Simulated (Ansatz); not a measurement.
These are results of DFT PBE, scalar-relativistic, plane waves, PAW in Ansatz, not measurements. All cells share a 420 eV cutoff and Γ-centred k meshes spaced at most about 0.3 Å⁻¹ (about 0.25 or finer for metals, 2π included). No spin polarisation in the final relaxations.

These are static total energies at zero pressure.

Two forms of Al were relaxed alike.

A. Space group Pm-3m (No. 221), cubic, a = 2.722 Å. Around Al lie 6 Al at 2.72 Å.

B. Space group Fm-3m (No. 225), cubic, a = 4.041 Å. Al is surrounded by 12 Al at 2.86 Å.

Question: Which form is favoured at zero pressure, and by what margin per atom?

Answer: B is lower, by 0.37 eV/atom. A has the simple cubic type, space group Pm-3m (No. 221), 20.2 Å³/atom and no gap on its mesh; B has the fcc type, space group Fm-3m (No. 225), 16.5 Å³/atom and no gap. Counting all near atoms (those within 1.25 times the shortest distance at each site), A has Al 6 and B has Al 12. The denser one is the lower, and pressure would at first widen the difference. Both come from invented guesses. The part of the Crystallography Open Database at hand lists Al in space groups No. 225, 229; sharing a group (Fm-3m) doesn't make a cell the listed structure.

Cells relaxed within their symmetry can be saddle points. The Fm-3m cell of Al came from shaking the Pm-3m one.
